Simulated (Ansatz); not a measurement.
Skutterudite CoSb₃, treated with PBE (Ansatz, a program for electronic structure, plane waves, PAW).

Settings: plane-wave cutoff 520 eV, 6×6×6 k mesh, Fermi–Dirac smearing 0.01 eV, no spin polarisation, scalar-relativistic PAW data made under PBE.

Energies at three volumes about the minimum:

```
V (Å³/atom)  E − E_lowest (meV/atom)
-----------  -----------------------
23.210                          2.57
23.683                          0.00
24.157                          2.44
```

Problem. Fit a parabola by hand: where is the minimum, what lattice constant follows, and what is the bulk modulus?

Solution. Slopes: (0.00 − 2.57)/(23.683 − 23.210) = -5.433 and (2.44 − 0.00)/(24.157 − 23.683) = 5.148 meV/Å³. Curvature E″ = 2 × (5.148 − (-5.433))/(24.157 − 23.210) = 22.346 meV/Å⁶. From the middle of the first interval, the slope vanishes at V0 = 23.4465 − (-5.433)/22.346 = 23.690 Å³/atom. B = V0 E″ = 23.690 × 22.346 meV/Å³ × 0.1602 GPa per meV/Å³ = 84.8 GPa. With 32 atoms in the cube, a = (32 × 23.690)^(1/3) = 9.118 Å. The full Birch–Murnaghan fit to all volumes gives V0 = 23.680 Å³/atom and B0 = 84.7 GPa.

Shape and atoms are relaxed at each volume.

Measured, for comparison: bulk modulus 95 ± 5 GPa (room temperature, no zero-point or thermal correction, our sources range from 85.0 to 95.0; as tabulated in Alexeev et al. (2016), arXiv:1601.07731); lattice constant a 9.037 Å (room temperature, no zero-point or thermal correction; as tabulated in Alexeev et al. (2016), arXiv:1601.07731). Computed (rounded) less measured: bulk modulus -11 % (-0.4 % to -11 % over the range).

Note: the bulk modulus comes from volumes at which shape and atoms were relaxed.
